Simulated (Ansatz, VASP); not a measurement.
**SiO2: VASP beside Ansatz**

```
Si O
1.0
     4.18541    0.00000    0.00000
     0.00000    4.18541    0.00000
     0.00000    0.00000    2.66874
Si O
2 4
Cartesian
  2.0927 2.0927 1.3344
  0.0000 0.0000 0.0000
  2.9042 2.9042 0.0000
  0.8115 3.3739 1.3344
  1.2812 1.2812 0.0000
  3.3739 0.8115 1.3344
```

Alike in both runs: functional r2SCAN; k mesh 6 × 6 × 8; occupations gaussian, width 0.02 eV; no spin polarisation.

Ansatz relaxed the structure, and its values are those at the end. VASP's run is a single point on that final structure, the one shown.

|  | VASP | Ansatz |
| --- | --- | --- |
| version | VASP 6.6.1 | Ansatz 0.2.0 |
| potentials or method | VASP PAW PBE potentials, release 64 (Si, O) | scalar-relativistic, plane waves, PAW |
| plane-wave cutoff (eV) | 520 | 500 |
| valence electrons in the cell | 32 | 32 |

Ansatz gave:

- gap on the k mesh at the Fermi level (eV): 6.51
- least direct gap on the mesh (eV): 6.51
- pressure (GPa): 0.0
- rms of the force components (eV/Å): 0.001

Estimate VASP's values.

gap on the k mesh at the Fermi level (eV): 6.51; least direct gap on the mesh (eV): 6.51; pressure (GPa): 0.4; rms of the force components (eV/Å): 0.011.

The functional is the same, so the differences come from potentials, cutoffs and numerics.

Caveats: the PAW data sets were made with another functional, which shifts forces and pressure a little (VASP). r2SCAN opens gaps a little over a GGA but as a rule still falls short of measured ones. A k mesh can miss the band edges.
